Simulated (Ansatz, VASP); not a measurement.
## Sr: VASP beside Ansatz

Contents of INCAR:

```
ALGO = Normal ; EDIFF = 1E-7
ENCUT = 520 ; GGA = PE
ISIF = 2 ; ISMEAR = 0
LASPH = True ; LCHARG = False
LREAL = False ; LWAVE = False
NBANDS = 11 ; NELM = 60
PREC = Accurate ; SIGMA = 0.05
```

File KPOINTS:

```
k-points
0
Gamma
  12 12 12
```

Contents of POSCAR:

```
Sr
1.0
   -2.3780826802      2.3780826802      2.3780826802
    2.3780826802     -2.3780826802      2.3780826802
    2.3780826802      2.3780826802     -2.3780826802
Sr
1
Direct
    0.0000000000      0.0000000000      0.0000000000
```

Input for Ansatz:

```yaml
crystal:
  lattice:
    - [-2.3780826802, 2.3780826802, 2.3780826802]
    - [2.3780826802, -2.3780826802, 2.3780826802]
    - [2.3780826802, 2.3780826802, -2.3780826802]
  atoms:
    - { symbol: Sr, position: [0.0, 0.0, 0.0] }
basis:
  ecutwfc: 420
  ecutrho_ratio: 4
kpoints:
  mp_grid: { grid: [12, 12, 12] }
hamiltonian:
  xc: pbe
scf:
  occupations: { method: gaussian, width: 0.05 }
output:
  forces: true
  stress: true
  eigenvalues: true
```

Alike in both runs: task single point; functional PBE; k mesh 12 × 12 × 12; occupations gaussian, width 0.05 eV; no spin polarisation.

```csv
,VASP,Ansatz
version,VASP 6.6.1,Ansatz 0.2.0
potentials or method,"VASP PAW PBE potentials, release 64 (Sr_sv)","scalar-relativistic, plane waves, PAW"
plane-wave cutoff (eV),520,420
valence electrons in the cell,10,10
```

|  | VASP | Ansatz | Ansatz less VASP |
| --- | --- | --- | --- |
| gap on the k mesh at the Fermi level (eV) | none | none | - |
| pressure (GPa) | 0.0 | 0.0 | 0.00 |

A gap of «none» marks a metal or a gap that the smearing closes.
